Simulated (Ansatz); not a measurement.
# Formation energy and levels of the self-interstitial O_i (4-fold void) in In2O3 (R-3c), part 2 of 2

Wanted: the transition levels of a self-interstitial in In2O3 (R-3c), from a cell of 80 host atoms with 1 O put in.

Ansatz; place-levels on r2SCAN runs: charge-transition levels and formation energies with image-charge correction and potential alignment at the atomic sites; PAW set soft_1.

So far. Step 3 (place-levels, r2SCAN): Under r2SCAN the gap is 1.80 eV, (+1/0) 0.40, (0/−1) 2.30 (outside the gap), (−1/−2) 1.87 (outside the gap) eV.

## (4) The same at the relaxations' own k-points

The relaxations' own energies give the levels at their sampling, for comparison.

File levels.relax_mesh.yaml:

```yaml
host:
  run: host.relax.run
states: [qm2.relax.run, qm2_M2.relax.run, qm1_M1.relax.run, q0.relax.run, q0_M2.relax.run, qp1_M1.relax.run]
chemical_potentials:
  O:
    energy: -565.989614
    dataset: <sha256 of the dataset>
```

Launch:

```sh
$ ansatz place-levels levels.relax_mesh.yaml -- --threads 10 --pin off --max-ram 37683MiB
```

Numbers of over 12 decimals in the logs are rounded to 6 here.

What it wrote:

```text
(+1/0) 0.391 eV above the valence edge, 1.405 eV under the conduction edge
(0/-1) 2.295 eV above the valence edge, in the conduction band; not on the lower envelope
(-1/-2) 1.841 eV above the valence edge, in the conduction band; not on the lower envelope
[...]
formation energy of charge +1: +1.411 eV with the Fermi level at the valence edge
formation energy of charge 0: +1.802 eV with the Fermi level at the valence edge
formation energy of charge -1: +4.097 eV with the Fermi level at the valence edge
formation energy of charge -2: +5.938 eV with the Fermi level at the valence edge
  edges by r2scan, gap 1.795 eV; the host is sampled to repeats of 11.02 Å
[... the lines on each state left out ...]
```

Elapsed: 0.17 s, on 10 threads of AMD EPYC 7R13 (Zen 3), shared host.

Levels between neighbouring charges, in eV above the valence top:

|  | gap (eV) | (+1/0) | (0/−1) | (−1/−2) |
| --- | --- | --- | --- | --- |
| one point at (¼, ¼, ¼) | 1.80 | 0.39 | 2.29 | 1.84 |
| a 2×2×2 shifted mesh | 1.80 | 0.40 | 2.30 | 1.87 |

Going from one point at (¼, ¼, ¼) to a 2×2×2 shifted mesh moves the levels that carry no band-filling term by up to 0.03 eV and formation energies against the elements by up to 0.06 eV.

## (5) place-levels, PBEsol

PBEsol on the same structure is run to see how far the result rests on the functional, though not on the errors that semilocal functionals share; the sampling changes too, to one point at (¼, ¼, ¼), so differences hold both changes.

File qm2.pbesol/input.yaml:

```yaml
crystal:
  checkpoint: "../qm2.relax.run"
  host: checkpoint
total_charge: -2
basis:
  ecutwfc: 420
  xc_grid: 2
hamiltonian:
  xc: pbesol
  pseudopotentials: { kind: paw, azcp: { folder: soft_1 }, xc_functional: pbe }
kpoints:
  mp_grid: { grid: [1, 1, 1], shift: [0.25, 0.25, 0.25] }
scf:
  occupations: { method: fermi_dirac, width: 0.01 }
  max_iter: 100
output:
  forces: true
  eigenvalues: true
  charged_corrections:
    epsilon: [5.22, 5.22, 4.98]
    static_epsilon: [12.14, 12.14, 15.15]
    defect_position: [0.232823, 0.310221, 0.176441]
  eigenstates: { localisation: true }
  populations: true
checkpoint:
  write: "../qm2.pbesol.run"
  compress: false
  write_wavefunctions: false
  write_every: 100000
```

Wall time 4.4 s (1 × NVIDIA H100 80GB HBM3 with 10 threads); peak memory 1.4 GiB.

File levels.pbesol.yaml:

```yaml
host:
  run: host.pbesol.run
states: [qm2.pbesol.run, qm2_M2.pbesol.run, qm1_M1.pbesol.run, q0.pbesol.run, q0_M2.pbesol.run, qp1_M1.pbesol.run]
geometry_from:
  qm2.pbesol.run: qm2.relax.run
  qm2_M2.pbesol.run: qm2_M2.relax.run
  qm1_M1.pbesol.run: qm1_M1.relax.run
  q0.pbesol.run: q0.relax.run
  q0_M2.pbesol.run: q0_M2.relax.run
  qp1_M1.pbesol.run: qp1_M1.relax.run
  host.pbesol.run: host.relax.run
chemical_potentials:
  O:
    energy: -558.291301
    dataset: <sha256 of the dataset>
```

Launch:

```sh
$ ansatz place-levels levels.pbesol.yaml -- --threads 10 --pin off --max-ram 37683MiB
```

What it wrote:

```text
(+1/0) 0.308 eV above the valence edge, 0.807 eV under the conduction edge
(0/-1) 2.149 eV above the valence edge, in the conduction band; not on the lower envelope
(-1/-2) 1.489 eV above the valence edge (+1.503 eV without the band-filling correction), in the conduction band; not on the lower envelope
[...]
formation energy of charge +1: +1.360 eV with the Fermi level at the valence edge
formation energy of charge 0: +1.668 eV with the Fermi level at the valence edge
formation energy of charge -1: +3.817 eV with the Fermi level at the valence edge
formation energy of charge -2: +5.306 eV with the Fermi level at the valence edge
  edges by pbesol, gap 1.115 eV; the host is sampled to repeats of 11.02 Å
[... the lines on each state left out ...]
```

The job ended after 0.33 s (10 threads).

Under PBEsol the gap is 1.11 eV, (+1/0) 0.31, (0/−1) 2.15 (outside the gap), (−1/−2) 1.49 (outside the gap) (with band filling) eV.

## (6) Side by side

Levels between neighbouring charges, in eV above each run's own valence top:

|  | gap (eV) | (+1/0) | (0/−1) | (−1/−2) | GPU time a state at this stage (restarts are quicker than cold starts) |
| --- | --- | --- | --- | --- | --- |
| r2SCAN, 2×2×2 shifted mesh | 1.80 | 0.40 | 2.30 | 1.87 | 14 s |
| PBEsol on r2SCAN structures, (¼, ¼, ¼) | 1.11 | 0.31 | 2.15 | 1.49 | 6.8 s |

## (7) Outcome

| Property | Result |
| --- | --- |
| gap of the host | 1.80 eV (r2SCAN) |
| level (plus 1/0) | 0.40 eV above the valence top |
| level (0/minus 1) | 2.30 eV above the valence top, past the conduction bottom, not a change between lowest states |
| level (minus 1/minus 2) | 1.87 eV above the valence top, past the conduction bottom, not a change between lowest states |
| lowest of the charges placed, just above the valence top (0.02 eV) | +1 |
| lowest of the charges placed, just below the conduction bottom (0.02 eV) | 0 |
| lowest formation energy at mid-gap of the charges run, In-rich | 4.87 eV |
| lowest formation energy at mid-gap of the charges run, O-rich | 1.83 eV |

What this shows: Of the charges placed (−2, −1, 0 and +1), the lowest changes at 0.40 eV (+1/0) above the valence top, in a gap of 1.80 eV. Charges above +1 were not placed, so these runs say nothing of levels that involve them. States placed: +1 at 1 μB; 0 at 0 μB and 2 μB; −1 at 1 μB; −2 at 0 μB and 2 μB. Other spin states or structures, where not listed, weren't placed. At charge −2, −1, 0 and +1 the atom put in ends up to 1.4 Å from its starting place, so the name tells the start alone and the levels can join different sites. Going from one point at (¼, ¼, ¼) to a 2×2×2 shifted mesh moves the levels that carry no band-filling term by up to 0.03 eV and formation energies against the elements by up to 0.06 eV. The program doubts the alignment of potentials for at least one state, a sign that the cell is small. Keep in mind: r2SCAN makes the gap too small and tends to spread out bound carriers; where a gas molecule sets a chemical potential or the host's formation energy, its binding is uncorrected; spin–orbit coupling, which can matter with heavy atoms, is left out.

Calculation against experiment:

```
                                                                                                 quantity  measured           PBEsol           r2SCAN
band gap (least gap of the host; the measured gap is an optical one, which needn't be the least gap) (eV)      3.08  1.11 (-1.97 eV)  1.80 (-1.28 eV)
```

Measured values from pmc:11650617 (2024).

**Verdict.** For the band gap, of the levels listed nearest comes r2SCAN (-1.28 eV) and farthest PBEsol (-1.97 eV). Local and semilocal functionals usually give gaps below the measured ones. An optical gap can lie under the band gap by the exciton's binding. Spin-orbit coupling, left out here, can change the gap with such heavy elements. Zero-point and thermal motion shift the measured gap.

[Logs are printed without paths, hosts, clocks, repeated set-up lines and the standing remarks that a program may print on its own settings, such as how far it seeks lower states.]

[Hosts, paths, dates, database ids (printed as entryN), source tags and the programs' standing remarks are cut or masked in the printed files.]

[Where a table of states has a column of steps, it counts the stored structures, which are thinned; the runs took as many ionic steps or more.]

[A defect's name tells the site on which it was built; relaxed atoms can leave that site.]

[For some hosts the program warned that the k-mesh of the response run may be too coarse for force constants and the static dielectric constant; such warnings are not shown here.]
